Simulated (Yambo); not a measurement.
# SiC (Moissanite 3C) (F-43m) in Yambo: further runs

Runs on SiC (Moissanite 3C). Level: PBE. Tasks: G0W0 quasiparticle levels, optical spectrum, energy-loss spectrum.

Program: Yambo 5.3.0. These are calculated values, not measurements. Logs are shortened: lines on timing, memory, paths and dates and some standing lists are left out, and cuts for length are marked.

**What was measured.**

“Insight into the structural, elastic and electronic properties of a new orthorhombic 6O-SiC polytype”, 2020, pmc:7200658 quotes, for a bulk crystal of SiC: band gap 2.4 eV (indirect).

How close the calculation comes is told below.

**1. The crystal as given**

Symmetry: F-43m, No. 216, cubic system. The conventional cell has a = 4.358 Å, b = 4.358 Å, c = 4.358 Å, α = 90.00°, β = 90.00°, γ = 90.00°. Si (site symmetry -43m) is surrounded by 4 C at 1.89 Å. C (site symmetry -43m) has 4 Si at 1.89 Å as nearest neighbours.

**2. G0W0 quasiparticle levels, PBE**

g0w08.in reads:

```
gw0
dyson
el_el_corr
rim_cut
HF_and_locXC
ppa
em1d
RandQpts= 1000000
RandGvec= 50 RL
EXXRLvcs= 82 Ry
VXCRLvcs= 82 Ry
Chimod= "HARTREE"
% BndsRnXp
 1 | 104 |
%
NGsBlkXp= 10 Ry
% LongDrXp
 1 | 1 | 1 |
%
PPAPntXp= 27.21138 eV
% GbndRnge
 1 | 104 |
%
GDamping= 0.3 eV
GTermKind= "none"
DysSolver= "n"
ExtendOut
% QPkrange
 1 | 1 | 2 | 5 |
 13 | 13 | 2 | 5 |
%
```

scf.in reads:

```
&CONTROL
  calculation = 'scf'
  prefix = 'pwscf'
  outdir = './tmp'
  pseudo_dir = './pseudo'
/
&SYSTEM
  ibrav = 0
  nat = 2
  ntyp = 2
  ecutwfc = 82
  nbnd = 9
  occupations = 'smearing'
  smearing = 'fd'
  degauss = 0.00367493
  force_symmorphic = .true.
/
&ELECTRONS
  conv_thr = 4d-10
  electron_maxstep = 120
  mixing_beta = 0.5
/
ATOMIC_SPECIES
Si    28.0850 Si.upf
C     12.0110 C.upf
CELL_PARAMETERS angstrom
   0.0000000000    2.1790000000    2.1790000000
   2.1790000000    0.0000000000    2.1790000000
   2.1790000000    2.1790000000    0.0000000000
ATOMIC_POSITIONS crystal
Si     0.0000000000    0.0000000000    0.0000000000
C      0.7500000000    0.7500000000    0.7500000000
K_POINTS automatic
6 6 6 0 0 0
```

nscf.in reads:

```
&CONTROL
  calculation = 'nscf'
  prefix = 'pwscf'
  outdir = './tmp'
  pseudo_dir = './pseudo'
/
&SYSTEM
  ibrav = 0
  nat = 2
  ntyp = 2
  ecutwfc = 82
  nbnd = 104
  occupations = 'fixed'
  force_symmorphic = .true.
/
&ELECTRONS
  conv_thr = 1d-08
  diago_full_acc = .true.
  diago_thr_init = 1d-06
/
ATOMIC_SPECIES
Si    28.0850 Si.upf
C     12.0110 C.upf
CELL_PARAMETERS angstrom
   0.0000000000    2.1790000000    2.1790000000
   2.1790000000    0.0000000000    2.1790000000
   2.1790000000    2.1790000000    0.0000000000
ATOMIC_POSITIONS crystal
Si     0.0000000000    0.0000000000    0.0000000000
C      0.7500000000    0.7500000000    0.7500000000
K_POINTS automatic
6 6 6 0 0 0
```

Potentials or basis: PseudoDojo 0.4.1 SR PBE standard.

Launch:

```sh
$ OMP_NUM_THREADS=1 pw.x -in scf.in > scf.out
$ OMP_NUM_THREADS=1 pw.x -in nscf.in > nscf.out
$ cd tmp/pwscf.save; p2y; mv SAVE ../..; cd ../..
$ OMP_NUM_THREADS=1 yambo
$ mkdir -p g0w08; ln -s $PWD/g0w00/ndb.pp* g0w08/
$ mkdir -p g0w08; ln -s $PWD/g0w00/ndb.RIM g0w08/
$ OMP_NUM_THREADS=1 yambo -F g0w08.in -J g0w08 -C g0w08_out
```

Yambo's report:

```text
[... sections 02.01 to 02.04 as in the set-up run ...]

  [02.05] Energies & Occupations
  ==============================

  [X] === General ===
  [X] Electronic Temperature                        :  0.000000  0.000000 [eV K]
  [X] Bosonic    Temperature                        :  0.000000  0.000000 [eV K]
  [X] Finite Temperature mode                       : no
  [X] El. density                                   :  0.38662E+24 [cm-3]
  [X] Fermi Level                                   :  9.501961 [eV]

  [X] === Gaps and Widths ===
  [X] Conduction Band Min                           :  1.356721 [eV]
  [X] Valence Band Max                              :  0.000000 [eV]
  [X] Filled Bands                                  :   4
  [X] Empty Bands                                   :    5  104
  [X] Direct Gap                                    :  4.549771 [eV]
  [X] Direct Gap localized at k                     :  13
  [X] Indirect Gap                                  :  1.356721 [eV]
  [X] Indirect Gap between kpts                     :   1  13
  [X] Last valence band width                       :  4.389044 [eV]
  [X] 1st conduction band width                     :  5.671089 [eV]

 [03] Transferred momenta grid and indexing
 ==========================================

 IBZ Q-points                                      :  16
 BZ  Q-points                                      :  216

 K/Q-points units:
 rlu = crystal or reduced units; cc = cartesian coordinates; iku = interal k-units

 Q [ 1]         [rlu]:  0.000000  0.000000  0.000000
 Q [ 2]         [rlu]:  0.16734E-16  0.16734E-16  0.16667
 Q [ 3]         [rlu]:  0.33468E-16  0.33468E-16  0.33333
 Q [ 4]         [rlu]:  0.17304E-16  0.17304E-16 -0.50000
 Q [ 5]         [rlu]: -0.15729E-17  0.16667      0.16667
 Q [ 6]         [rlu]: -0.14559E-17  0.16667      0.33333
 Q [ 7]         [rlu]: -0.47957E-17  0.16667      0.50000
 Q [ 8]         [rlu]: -0.93719E-16  0.16667     -0.33333
 Q [ 9]         [rlu]:  0.29119E-17  0.16667     -0.16667
 Q [10]         [rlu]: -0.31459E-17  0.33333      0.33333
 Q [11]         [rlu]:  0.39235E-16  0.33333      0.50000
 Q [12]         [rlu]:  0.23072E-16  0.33333     -0.33333
 Q [13]         [rlu]:  0.47188E-17 -0.50000     -0.50000
 Q [14]         [rlu]:  0.166667  0.333333  0.500000
 Q [15]         [rlu]:  0.166667  0.333333 -0.333333
 Q [16]         [rlu]:  0.166667 -0.500000 -0.333333

 [04] Coloumb potential Random Integration (RIM)
 ===============================================

 Summary of Coulomb integrals for non-metallic bands |Q|[au] RIM/Bare

 Q [1] 0.100000E-4 0.995870 * Q [2] 0.220244 1.064252
 Q [5] 0.254315 1.063621 * Q [9] 0.359656 1.026387
 Q [6] 0.421734 1.018937 * Q [3] 0.440487 1.016307
[... 81 lines left out ...]

 [08] Dyson equation: Newton solver
 ==================================

  [08.01] G0W0 (W PPA)
  ====================

  [  GW  ] Bands range     :    1  104
  [GW/PPA] G damping       :  0.300000 [eV]

  QP @ state[ 1 ] K range:  1  1
  QP @ state[ 1 ] b range:   2   5
  QP @ state[ 2 ] K range:  13  13
  QP @ state[ 2 ] b range:   2   5
[... 51 lines left out ...]
   :: Time ordering fails/rest    :  0.499316
   :: Mean rel dev of PP cond     :  0.169634
   Current Q-pt index             :  14
   :: PP condition fails/total    :  0.186845
   :: Time ordering fails/rest    :  0.499922
   :: Mean rel dev of PP cond     :  0.186809
   Current Q-pt index             :  15
   :: PP condition fails/total    :  0.185835
   :: Time ordering fails/rest    :  0.499457
   :: Mean rel dev of PP cond     :  0.185797
   Current Q-pt index             :  16
   :: PP condition fails/total    :  0.181038
   :: Time ordering fails/rest    :  0.500231
   :: Mean rel dev of PP cond     :  0.181000

  [08.02] QP properties and I/O
  =============================

  Legend (energies in eV)
  - B  : Band       - Eo  : bare energy
  - E  : QP energy  - Z   : Renormalization factor
  - So : Sc(Eo)     - S   : Sc(E)
  - dSp: Sc derivative precision

  - lXC: Local XC (Perdew, Burke & Ernzerhof(X)+Perdew, Burke & Ernzerhof(C))
  -nlXC: non-Local XC (Hartree-Fock)

  QP [eV] @ K [1] (iku):  0.000000  0.000000  0.000000
   B=2 Eo= -0.00 E= -0.56 E-Eo= -0.56 Re(Z)=0.80 Im(Z)=-0.335150E-2 nlXC= -17.4903 lXC= -14.9230 So=  1.86736
   B=3 Eo= -0.00 E= -0.56 E-Eo= -0.56 Re(Z)=0.80 Im(Z)=-0.335152E-2 nlXC= -17.4903 lXC= -14.9230 So=  1.86735
   B=4 Eo=  0.00 E= -0.56 E-Eo= -0.56 Re(Z)=0.80 Im(Z)=-0.335151E-2 nlXC= -17.4903 lXC= -14.9230 So=  1.86735
   B=5 Eo=  6.22 E=  6.60 E-Eo=  0.38 Re(Z)=0.79 Im(Z)=-0.351543E-2 nlXC= -7.59046 lXC= -13.2138 So= -5.14828

  QP [eV] @ K [13] (iku): -0.500000  0.000000  0.000000
   B=2 Eo= -7.81 E= -8.88 E-Eo= -1.07 Re(Z)=0.77 Im(Z)= 0.132321E-1 nlXC= -18.1453 lXC= -12.5536 So=  4.19573
   B=3 Eo= -3.19 E= -4.08 E-Eo= -0.89 Re(Z)=0.79 Im(Z)=-0.373813E-2 nlXC= -17.3672 lXC= -13.5626 So=  2.68010
   B=4 Eo= -3.19 E= -4.08 E-Eo= -0.89 Re(Z)=0.79 Im(Z)=-0.373746E-2 nlXC= -17.3672 lXC= -13.5626 So=  2.68007
   B=5 Eo=  1.36 E=  1.49 E-Eo=  0.14 Re(Z)=0.82 Im(Z)=-0.305600E-2 nlXC= -6.43892 lXC= -10.5062 So= -3.90118

  [WR./g0w08//ndb.QP]-------------------------------------------------------------
   Lattice constants                                :  4.117713  4.117713  4.117713
   Coulomb cutoff potential                         : none
   Electronic Temperature                           :  0.000000 [K]
   Bosonic    Temperature                           :  0.000000 [K]
   Green`s function   energies                      : Perdew, Burke & Ernzerhof(X)+Perdew, Burke & Ernzerhof(C)
   wavefunctions                                    : Perdew, Burke & Ernzerhof(X)+Perdew, Burke & Ernzerhof(C)
   PPA    diel. fun.  energies                      : Perdew, Burke & Ernzerhof(X)+Perdew, Burke & Ernzerhof(C)
   wavefunctions                                    : Perdew, Burke & Ernzerhof(X)+Perdew, Burke & Ernzerhof(C)
   QP tot states                                    :   8
   GW solver                                        : Newton
   GW approximation                                 : PPA
   PPA imaginary Energy                             :  27.21138 ev
   RIM G`s                                          :   51
   RIM random pts                                   :  1000000
   dS/dw steps                                      :  2
   dS/dw step                                       :  0.100000 ev
   X G`s                                            :   89 used
   X G`s                                            :   89 disk
   X bands                                          :    1  104
   X poles                                          :  100.0000 o/o
   X e/h E range                                    : -1.000000 -1.000000 ev
   X Hxc Kernel                                     : HARTREE
   X BZ energy Double Grid                          : no
   X Optical Averaged directions                    : none
   Sc/G bands                                       :    1  104
   Sc/G damping                                     :  0.300000 ev
   Sc bands terminator                              : no
   Sx RL components                                 :  1837

   QP @ state[ 1 ] K range                          :  1  1
   QP @ state[ 1 ] b range                          :   2   5
   QP @ state[ 2 ] K range                          :  13  13
   QP @ state[ 2 ] b range                          :   2   5
   GF energies kind                                 : Perdew, Burke & Ernzerhof(X)+Perdew, Burke & Ernzerhof(C)
   GF WF`s kind                                     : Perdew, Burke & Ernzerhof(X)+Perdew, Burke & Ernzerhof(C)
   Xs energies kind                                 : Perdew, Burke & Ernzerhof(X)+Perdew, Burke & Ernzerhof(C)
   Xs WF`s kind                                     : Perdew, Burke & Ernzerhof(X)+Perdew, Burke & Ernzerhof(C)
```

Results:

- Band gap on the k mesh, mean-field level: 1.36 eV, indirect (least direct gap 4.55 eV)
- Quasiparticle gap: 2.05 eV
- Least direct quasiparticle gap: 5.57 eV
- Quasiparticle gap at Γ: 7.16 eV
- Band gap of the same states before the correction: 1.36 eV

Quasiparticle terms (eV):
| k point | band | Kohn-Sham level | Vxc | Σx | Σc | Z | result |
| --- | --- | --- | --- | --- | --- | --- | --- |
| (0.000, 0.000, 0.000) | 2 | 0.00 | -14.92 | -17.49 | 1.87 | 0.80 | -0.56 |
| (0.000, 0.000, 0.000) | 3 | 0.00 | -14.92 | -17.49 | 1.87 | 0.80 | -0.56 |
| (0.000, 0.000, 0.000) | 4 | 0.00 | -14.92 | -17.49 | 1.87 | 0.80 | -0.56 |
| (0.000, 0.000, 0.000) | 5 | 6.22 | -13.21 | -7.59 | -5.15 | 0.79 | 6.60 |
| (0.000, -0.500, -0.500) | 2 | -7.81 | -12.55 | -18.15 | 4.20 | 0.77 | -8.88 |
| (0.000, -0.500, -0.500) | 3 | -3.19 | -13.56 | -17.37 | 2.68 | 0.79 | -4.08 |
| (0.000, -0.500, -0.500) | 4 | -3.19 | -13.56 | -17.37 | 2.68 | 0.79 | -4.08 |
| (0.000, -0.500, -0.500) | 5 | 1.36 | -10.51 | -6.44 | -3.90 | 0.82 | 1.49 |

Caveat: mesh, valence shells or block size may be too small for converged GW; the basis isn't converged for GW; this version prints the column dSc/dw multiplied by 27.2.

**3. Optical spectrum, PBE**

optics9.in reads:

```
optics
chi
Chimod= "IP"
% BndsRnXd
 1 | 44 |
%
% LongDrXd
 0 | 1 | 0 |
%
% QpntsRXd
 1 | 1 |
%
% EnRngeXd
 0 | 30 | eV
%
% DmRngeXd
 0.05 | 0.05 | eV
%
ETStpsXd= 200
```

scf.in is that of step 2.

nscf.in is that of step 2.

Potentials or basis: PseudoDojo 0.4.1 SR PBE standard.

Launch:

```sh
$ OMP_NUM_THREADS=1 pw.x -in scf.in > scf.out
$ OMP_NUM_THREADS=1 pw.x -in nscf.in > nscf.out
$ cd tmp/pwscf.save; p2y; mv SAVE ../..; cd ../..
$ OMP_NUM_THREADS=1 yambo
$ OMP_NUM_THREADS=1 yambo -F optics9.in -J optics9 -C optics9_out
```

Yambo's report:

```text
[... sections 02.01 to 02.04 as in the set-up run ...]

  [02.05] Energies & Occupations
  ==============================

  [X] === General ===
  [X] Electronic Temperature                        :  0.000000  0.000000 [eV K]
  [X] Bosonic    Temperature                        :  0.000000  0.000000 [eV K]
  [X] Finite Temperature mode                       : no
  [X] El. density                                   :  0.38662E+24 [cm-3]
  [X] Fermi Level                                   :  9.501961 [eV]

  [X] === Gaps and Widths ===
  [X] Conduction Band Min                           :  1.356721 [eV]
  [X] Valence Band Max                              :  0.000000 [eV]
  [X] Filled Bands                                  :   4
  [X] Empty Bands                                   :    5  104
  [X] Direct Gap                                    :  4.549771 [eV]
  [X] Direct Gap localized at k                     :  13
  [X] Indirect Gap                                  :  1.356721 [eV]
  [X] Indirect Gap between kpts                     :   1  13
  [X] Last valence band width                       :  4.389044 [eV]
  [X] 1st conduction band width                     :  5.671089 [eV]

 [03] Transferred momenta grid and indexing
 ==========================================

 IBZ Q-points                                      :  16
 BZ  Q-points                                      :  216

 K/Q-points units:
 rlu = crystal or reduced units; cc = cartesian coordinates; iku = interal k-units

 Q [ 1]         [rlu]:  0.000000  0.000000  0.000000
 Q [ 2]         [rlu]:  0.16734E-16  0.16734E-16  0.16667
 Q [ 3]         [rlu]:  0.33468E-16  0.33468E-16  0.33333
 Q [ 4]         [rlu]:  0.17304E-16  0.17304E-16 -0.50000
 Q [ 5]         [rlu]: -0.15729E-17  0.16667      0.16667
 Q [ 6]         [rlu]: -0.14559E-17  0.16667      0.33333
 Q [ 7]         [rlu]: -0.47957E-17  0.16667      0.50000
 Q [ 8]         [rlu]: -0.93719E-16  0.16667     -0.33333
 Q [ 9]         [rlu]:  0.29119E-17  0.16667     -0.16667
 Q [10]         [rlu]: -0.31459E-17  0.33333      0.33333
 Q [11]         [rlu]:  0.39235E-16  0.33333      0.50000
 Q [12]         [rlu]:  0.23072E-16  0.33333     -0.33333
 Q [13]         [rlu]:  0.47188E-17 -0.50000     -0.50000
 Q [14]         [rlu]:  0.166667  0.333333  0.500000
 Q [15]         [rlu]:  0.166667  0.333333 -0.333333
 Q [16]         [rlu]:  0.166667 -0.500000 -0.333333

 [WARNING] [Xd] User bands 1-44 break level degeneracy

 [04] Dipoles
 ============

  [04.01] Setup: observables and procedures
  =========================================

  [WF-Oscillators/G space/Transverse up loader] Normalization (few states)  min/max  :  0.36240E-16   1.0000

  [WR./optics9//ndb.dipoles]------------------------------------------------------
   Brillouin Zone Q/K grids (IBZ/BZ)                :   16  216   16  216
   RL vectors                                       :  2397 [WF]
   Fragmentation                                    : yes
   Electronic Temperature                           :  0.000000 [K]
   Bosonic    Temperature                           :  0.000000 [K]
   DIP band range                                   :    1   44
   DIP band range limits                            :   4   5
   DIP e/h energy range                             : -1.000000 -1.000000 [eV]
   RL vectors in the sum                            :  2397
   [r,Vnl] included                                 : yes
   Bands ordered                                    : yes
   Direct v evaluation                              : no
   Approach used                                    : G-space v
   Dipoles computed                                 : R V P [G-space]
   Wavefunctions                                    : Perdew, Burke & Ernzerhof(X)+Perdew, Burke & Ernzerhof(C)

  [WARNING] [r,Vnl^pseudo] included in position and velocity dipoles.

  [WARNING] In case H contains other non local terms, these are neglected

 [05] Optics
 ===========

 [X-CG] R(p) Tot o/o(of R):    1996   34560     100
```

o-optics9.eel_q1_ip:

```text
# Electron Energy Loss @ Q(1):   0.00000000      1.00000000      0.00000000    [q->0 direction]
#
# [ X ] Hartree size                              :  1
# [GEN] GF Energies                               : Perdew, Burke & Ernzerhof(X)+Perdew, Burke & Ernzerhof(C)
# [GEN] Green`s Function                          : T-ordered
#
# [GEN] Gauge                                     : Length
# [GEN] [r,Vnl] included                          : yes
#
#    E[1] [eV]          Im(eel)            Re(eel)
#
        0.000000           0.788140E-3       -0.129029
        0.150754           0.788749E-3       -0.128976
        0.301508           0.790578E-3       -0.128815
        0.452261           0.793640E-3       -0.128546
        0.603015           0.797953E-3       -0.128170
        0.753769           0.803543E-3       -0.127684
[... 192 lines left out ...]
        29.84925           0.598352          -2.502243
        30.00000           0.571135          -2.361157
#
```

It took 20 s on 1 thread of Intel Xeon 6975P-C (Granite Rapids), shared host; peak memory 0.23 GiB.

Results:

| Item | Value |
| --- | --- |
| Band gap on the k mesh, mean-field level | 1.36 eV, indirect (least direct gap 4.55 eV) |
| Electronic dielectric constant along the field | 7.75 |

Dielectric function (along the field direction of the input):
```tsv
energy (eV)	real part	imaginary part
0.30	7.76	0.05
1.21	7.96	0.05
2.26	8.59	0.07
3.32	9.98	0.12
4.37	15.19	1.00
5.43	30.27	13.20
6.48	42.37	28.87
7.39	-3.75	10.97
8.44	1.04	19.87
9.50	-1.83	8.64
10.55	6.96	10.54
11.61	-5.17	7.27
12.66	-3.94	2.01
13.57	-2.70	0.57
14.62	-2.58	1.26
15.68	-1.27	0.65
16.73	-1.61	1.09
17.79	-0.71	0.45
18.84	-0.59	0.17
19.90	-0.19	0.25
```

Energy-loss function:
```csv
energy (eV),loss
0.0,0.001
1.4,0.001
2.6,0.001
3.9,0.002
5.3,0.030
6.5,0.011
7.8,0.082
9.2,0.216
10.4,0.206
11.8,0.107
13.1,0.115
14.3,0.609
15.7,0.319
16.9,0.173
18.2,0.413
19.6,0.873
20.8,2.137
22.2,9.007
23.5,3.456
24.7,1.451
26.1,1.039
27.4,0.654
28.6,0.714
30.0,0.571
```

Caveat: spectra need much finer meshes, so this one isn't converged; independent-particle spectra lack excitons.

[end of part 1 of 2]
